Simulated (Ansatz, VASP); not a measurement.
## Two plane-wave programs on Rh

Contents of INCAR:

```
SYSTEM = Rh
ALGO = Normal
EDIFF = 1E-7
ENCUT = 520
GGA = PE
ISIF = 2
ISMEAR = -5
IVDW = 12
LASPH = .TRUE.
LCHARG = .FALSE.
LREAL = .FALSE.
LWAVE = .FALSE.
NBANDS = 14
NELM = 100
PREC = Accurate
SIGMA = 0.1
```

KPOINTS

```
k-points
0
G
  12 12 12
  0 0 0
```

Contents of POSCAR:

```
Rh
1.0
    2.6839652100      0.0000000000      0.0000000000
    1.3419826050      2.3243820547      0.0000000000
    1.3419826050      0.7747940182      2.1914484173
Rh
1
Direct
    0.0000000000      0.0000000000      0.0000000000
```

input.yaml

```yaml
crystal:
  lattice:
    - [2.68396521, 0.0, 0.0]
    - [1.341982605, 2.3243820547, 0.0]
    - [1.341982605, 0.7747940182, 2.1914484173]
  atoms:
    - { symbol: Rh, position: [0.0, 0.0, 0.0] }
hamiltonian:
  xc: pbe
  pseudopotentials: { kind: paw }
  dispersion: d3bj
kpoints:
  mp_grid: { grid: [12, 12, 12] }
scf:
  occupations: { method: tetrahedron }
output:
  forces: true
  stress: true
```

Alike in both runs: task single point; functional PBE; dispersion D3(BJ); k mesh 12 × 12 × 12; occupations tetrahedron; no spin polarisation.

```csv
,VASP,Ansatz
version,VASP 6.6.1,Ansatz 0.2.0
potentials or method,"VASP PAW PBE potentials, release 64 (Rh_pv)",Ansatz PAW
plane-wave cutoff (eV),520,420
valence electrons in the cell,15,17
```

Ansatz gave:

| Quantity | Value |
| --- | --- |
| gap on the k mesh at the Fermi level (eV) | none |
| pressure (GPa) | -0.6 |
| dispersion energy (meV/atom) | -651.3 |

Task: What did VASP give for the same quantities?

Result: gap on the k mesh at the Fermi level (eV): none; pressure (GPa): -0.5; dispersion energy (meV/atom): -651.1.

A gap of «none» marks a metal or a gap that the smearing closes. The two sets of potentials don't hold the same shells in valence.

Caveats: pairwise dispersion overbinds metals, which lowers pressure and volume; tetrahedron occupations give inexact forces and stress in metals (VASP); with tetrahedron occupations forces and stress needn't match the slope of the energy (Ansatz).
